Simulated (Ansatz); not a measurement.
# Density of states of Ge

Space group Fd-3m:1 (No. 227). a = 5.658 Å, b = 5.658 Å, c = 5.658 Å, α = 90.00°, β = 90.00°, γ = 90.00°
```tsv
atom	site	symmetry	x	y	z
Ge	8a	-43m	0.5000	0.0000	0.5000
```

The runs use the primitive cell with vectors (0.000, 2.829, 2.829), (2.829, 0.000, 2.829), (2.829, 2.829, 0.000) Å, to which the k mesh refers.

The cell is a measured one (Crystallography Open Database entry 9011050); the temperature and pressure of the measurement aren't taken into account, and nothing was relaxed.

Method: Ansatz 0.2.0, DFT, PBE, all-electron LAPW, scalar-relativistic.

Sampling and basis: a Γ-centred 10×10×10 k mesh, Fermi–Dirac smearing of 0.05 eV, basis error target 0.25 meV/atom, no spin polarisation.

States per eV and cell, averaged over 0.4 eV, from -13.0 to 2.0 eV, with energies (bin centres) from the valence-band top; empty bins are left out. The partial columns, the largest 2 alone, are projections on Löwdin-orthogonalised atomic shells (those that the program's projection atoms carry: the occupied ones and, for some elements, an empty d or f shell; other empty shells have no column), summed over atoms of an element. Weights on diffuse s and p shells depend on that basis and aren't pure angular character.

```json
{"E (eV)": "-12.9", "total": "0.01", "Ge 4p": "0.00", "Ge 4s": "0.01"}
{"E (eV)": "-12.5", "total": "0.20", "Ge 4p": "0.03", "Ge 4s": "0.17"}
{"E (eV)": "-12.1", "total": "0.33", "Ge 4p": "0.07", "Ge 4s": "0.26"}
{"E (eV)": "-11.7", "total": "0.44", "Ge 4p": "0.11", "Ge 4s": "0.33"}
{"E (eV)": "-11.3", "total": "0.56", "Ge 4p": "0.15", "Ge 4s": "0.41"}
{"E (eV)": "-10.9", "total": "0.79", "Ge 4p": "0.21", "Ge 4s": "0.57"}
{"E (eV)": "-10.5", "total": "0.91", "Ge 4p": "0.25", "Ge 4s": "0.66"}
{"E (eV)": "-10.1", "total": "0.76", "Ge 4p": "0.22", "Ge 4s": "0.54"}
{"E (eV)": "-9.7", "total": "0.61", "Ge 4p": "0.18", "Ge 4s": "0.42"}
{"E (eV)": "-9.3", "total": "0.35", "Ge 4p": "0.11", "Ge 4s": "0.23"}
{"E (eV)": "-8.9", "total": "0.06", "Ge 4p": "0.02", "Ge 4s": "0.04"}
{"E (eV)": "-8.5", "total": "0.27", "Ge 4p": "0.10", "Ge 4s": "0.17"}
{"E (eV)": "-8.1", "total": "0.57", "Ge 4p": "0.22", "Ge 4s": "0.34"}
{"E (eV)": "-7.7", "total": "0.98", "Ge 4p": "0.45", "Ge 4s": "0.52"}
{"E (eV)": "-7.3", "total": "0.80", "Ge 4p": "0.39", "Ge 4s": "0.40"}
{"E (eV)": "-6.9", "total": "0.53", "Ge 4p": "0.25", "Ge 4s": "0.27"}
{"E (eV)": "-6.5", "total": "0.39", "Ge 4p": "0.19", "Ge 4s": "0.20"}
{"E (eV)": "-6.1", "total": "0.32", "Ge 4p": "0.16", "Ge 4s": "0.16"}
{"E (eV)": "-5.7", "total": "0.24", "Ge 4p": "0.12", "Ge 4s": "0.12"}
{"E (eV)": "-5.3", "total": "0.20", "Ge 4p": "0.10", "Ge 4s": "0.10"}
{"E (eV)": "-4.9", "total": "0.17", "Ge 4p": "0.08", "Ge 4s": "0.08"}
{"E (eV)": "-4.5", "total": "0.25", "Ge 4p": "0.19", "Ge 4s": "0.06"}
{"E (eV)": "-4.1", "total": "1.27", "Ge 4p": "1.17", "Ge 4s": "0.08"}
{"E (eV)": "-3.7", "total": "1.07", "Ge 4p": "0.97", "Ge 4s": "0.09"}
{"E (eV)": "-3.3", "total": "1.27", "Ge 4p": "1.18", "Ge 4s": "0.08"}
{"E (eV)": "-2.9", "total": "1.49", "Ge 4p": "1.41", "Ge 4s": "0.07"}
{"E (eV)": "-2.5", "total": "1.39", "Ge 4p": "1.32", "Ge 4s": "0.06"}
{"E (eV)": "-2.1", "total": "1.28", "Ge 4p": "1.22", "Ge 4s": "0.05"}
{"E (eV)": "-1.7", "total": "1.17", "Ge 4p": "1.14", "Ge 4s": "0.02"}
{"E (eV)": "-1.3", "total": "0.73", "Ge 4p": "0.71", "Ge 4s": "0.01"}
{"E (eV)": "-0.9", "total": "0.38", "Ge 4p": "0.37", "Ge 4s": "0.01"}
{"E (eV)": "-0.5", "total": "0.18", "Ge 4p": "0.17", "Ge 4s": "0.00"}
{"E (eV)": "-0.1", "total": "0.02", "Ge 4p": "0.02", "Ge 4s": "0.00"}
{"E (eV)": "0.3", "total": "0.02", "Ge 4p": "0.01", "Ge 4s": "0.01"}
{"E (eV)": "0.7", "total": "0.23", "Ge 4p": "0.12", "Ge 4s": "0.09"}
{"E (eV)": "1.1", "total": "0.72", "Ge 4p": "0.42", "Ge 4s": "0.25"}
{"E (eV)": "1.5", "total": "1.55", "Ge 4p": "0.94", "Ge 4s": "0.48"}
{"E (eV)": "1.9", "total": "1.68", "Ge 4p": "1.06", "Ge 4s": "0.49"}
```

(1) Which of the resolved shells contributes most in the top eV of the valence band?

## Answers

(1) Ge 4p, with 98 % of all states there; Ge 4s follows with 1 %.
